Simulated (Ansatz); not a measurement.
**WS2 in Ansatz: the effect of target pressure**

WS2:

```xyz
3
Lattice="1.5790 0.9116 6.1633 -1.5790 0.9116 6.1633 0.0000 -1.8233 6.1633" Properties=species:S:1:pos:R:3 pbc="T T T"
W     0.0000    0.0000    0.0000
S     0.0000    0.0000   10.7427
S     0.0000    0.0000   13.8730
```

Measurements of this composition are mostly on another form, of space group No. 194.

Alike in all runs:

- Program: Ansatz 0.2.0
- Task: relaxation of cell and atoms
- Functional: PBEsol
- Potentials or basis: Ansatz PAW
- Cutoff: 420 eV (not typed: the program's choice for these potentials)
- k mesh: 10 × 10 × 10
- Occupations: fermi-dirac, width 0.05 eV
- Spin: no spin polarisation

Each run relaxes the cell or the atoms first.

| target pressure | relaxed volume (Å³/atom) | gap on the mesh (eV) |
| --- | --- | --- |
| 0 GPa | 18.22 | 1.21 |
| 2 GPa | 17.06 | 0.89 |
| 5 GPa | 16.28 | 0.67 |
| 10 GPa | ? | ? |
| 20 GPa | 14.46 | 0.11 |
| 30 GPa | 13.73 | none |

Q: What does the run with target pressure 10 GPa give?

A: Relaxed volume 15.48 Å³/atom; gap on the mesh 0.44 eV.

Worked out: A parabola through the other rows of the relaxed volume, of slope -0.181 Å³/atom per GPa there, gives 15.55 Å³/atom, against the run's 15.48.

Caveats: the plane-wave basis is chosen anew once the cell has moved, so the energies of steps on either side of that aren't comparable; the PAW data sets come from PBE, with cores solved anew for the run's functional, which leaves a small shift of forces and pressure; spin-orbit coupling is left out, which moves the levels of the heavy elements (some runs); the volume moved by over 15 % at a fixed basis, so the end points are rough (some runs).

A k mesh can miss the band edges.

A gap of «none» marks a metal or a gap under the smearing width.
